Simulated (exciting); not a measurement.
## Mo: equation of state with PBE

Crystal: Mo.

```
CELL_PARAMETERS angstrom
-1.58381 1.58381 1.58381
1.58381 -1.58381 1.58381
1.58381 1.58381 -1.58381
ATOMIC_POSITIONS crystal
Mo 0.00000 0.00000 0.00000
```

```json
{"Program": "exciting (release sodium)", "Task": "equation of state", "Functional": "PBE", "Potentials or basis": "all-electron LAPW+lo, shipped species files, valence relativity iora*", "rgkmax": "9", "k mesh": "12 × 12 × 12", "Occupations": "fermi-dirac, width 0.05 eV", "Spin": "no spin polarisation"}
```

- Equilibrium volume: 15.79 Å³/atom
- Bulk modulus: 264 GPa
- Pressure derivative of the bulk modulus: 4.7

Energy against volume, from the lowest point:
```
volume (Å³/atom)  energy (meV/atom)
          14.938              41.61
          15.256              15.36
          15.574               1.96
          15.892               0.00
          16.209               8.10
          16.527              25.29
          16.845              50.59
```
